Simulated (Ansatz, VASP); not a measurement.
## Si in VASP and in Ansatz

```
Si
1.0
     0.00000    1.85868    1.85868
     1.85868    0.00000    1.85868
     1.85868    1.85868    0.00000
Si
1
Direct
  0.00000 0.00000 0.00000
```

Alike in both runs: functional PBE; k mesh 17 × 17 × 17; occupations fermi-dirac, width 0.08 eV; no spin polarisation.

Ansatz relaxed the structure, and its values are those at the end. VASP's run is a single point on that final structure, the one shown.

|  | VASP | Ansatz |
| --- | --- | --- |
| version | VASP 6.6.1 | Ansatz 0.2.0 |
| potentials or method | VASP PAW PBE potentials, release 64 (Si), cutoff 520 eV | all-electron LAPW, scalar-relativistic |

Ansatz gave:

```
pressure (GPa) : 13.0
```

Q: Which values does VASP return?

A: Pressure (GPa): 12.9.

Ansatz ran all-electron here, so the differences hold the error of VASP's frozen core and of both bases.
